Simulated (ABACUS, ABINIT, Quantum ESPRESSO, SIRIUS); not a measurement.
## Cost and result for the equilibrium volume of Pt

**What was measured.** The equilibrium volume of Pt (Fm-3m) is reported as 15.1 Å³/atom at 300 K (a printed reference work). The runs below try to reproduce it.

Symmetry: Fm-3m, No. 225, cubic system. The conventional cell has a = 3.922 Å, b = 3.922 Å, c = 3.922 Å, α = 90.00°, β = 90.00°, γ = 90.00°. Pt (site symmetry m-3m) has 12 Pt at 2.77 Å as nearest neighbours.

| rung | level | program and potentials | cutoff (eV) | k mesh | smearing | task | core time | chip | equilibrium volume (Å³/atom) | miss | notes |
| --- | --- | --- | --- | --- | --- | --- | --- | --- | --- | --- | --- |
| GGA | PBEsol | Quantum ESPRESSO, GBRV 1.5 PBEsol | 612 | 12 × 12 × 12 | fermi-dirac 0.05 | relaxation of cell and atoms | 28 s | AMD EPYC 9R45 Zen 5 | 14.99 | -0.7 % | 16 valence electrons an atom on average |
| GGA + dispersion | PBEsol+D4 | Quantum ESPRESSO, GBRV 1.5 PBEsol | 612 | 12 × 12 × 12 | fermi-dirac 0.05 | relaxation of cell and atoms | 30 s | AMD EPYC 9R45 Zen 5 | 14.77 | -2.2 % | 16 valence electrons an atom on average |
| non-local van der Waals functional | PBEsol+rVV10 | Quantum ESPRESSO, GBRV 1.5 PBEsol | 612 | 12 × 12 × 12 | fermi-dirac 0.05 | relaxation of cell and atoms | 31 s | AMD EPYC 9R45 Zen 5 | 14.64 | -3.0 % | 16 valence electrons an atom on average |
| LDA | LDA | ABINIT, PseudoDojo NC SR LDA v0.4.1 standard | 1088 | 9 × 9 × 9 | fermi-dirac 0.05 | relaxation of cell and atoms | 78 s | Arm Neoverse V1 | 14.71 | -2.6 % | 18 valence electrons an atom on average |
| GGA + dispersion | PBEsol+D3(zero damping) | Quantum ESPRESSO, GBRV 1.5 PBEsol | 612 | 12 × 12 × 12 | fermi-dirac 0.05 | relaxation of cell and atoms | 2 min | AMD EPYC 9R45 Zen 5 | 14.71 | -2.6 % | 16 valence electrons an atom on average |
| GGA | PBE | ABACUS, PseudoDojo NC SR 0.4.1 PBE standard, plane waves | 1143 | 12 × 12 × 12 | fermi-dirac 0.05 | equation of state | 2 min | Intel Xeon Platinum 8259CL Skylake/Cascade Lake | 15.62 | +3.4 % | - |
| GGA | PBEsol | SIRIUS, all-electron FP-LAPW, apw+lo standard | - | 12 × 12 × 12 | fermi-dirac 0.05 | equation of state | 3.7 min | AMD EPYC 9R45 Zen 5 | 15.04 | -0.4 % | - |
| GGA | PBEsol | SIRIUS, PseudoDojo 0.4.1 PBEsol standard (scalar relativistic) | 1152 | 12 × 12 × 12 | fermi-dirac 0.05 | equation of state | 4.2 min | Arm Neoverse V1 | 15.02 | -0.5 % | - |

Times are single runs on shared hosts and different chips, so they are rough; meshes, cutoffs and the tasks' sizes weigh on the time. All rows: no spin polarisation. Smearing widths are in eV. For a metal such meshes aren't converged. Meshes differ between rows, which moves values too. Meshes are those of the run's cell of 1 atom unless a note names another. Relaxations start from the cell shown or near it and stop with a little pressure left. Misses use the values as printed. Runs on faulty files, with rough fits or with known faults for this quantity aren't shown. No row holds spin-orbit coupling.

By rung: LDA 14.71; GGA 14.99 to 15.62; GGA + dispersion 14.71 to 14.77; non-local van der Waals functional 14.64 (Å³/atom). Measured: 15.1 Å³/atom at 300 K (a printed reference work). Closest is PBEsol with SIRIUS, all-electron FP-LAPW, apw+lo standard (-0.4 %), and PBE misses by +3.4 % on plain settings. The runs are for a static lattice, while measurements hold temperature and zero-point motion.
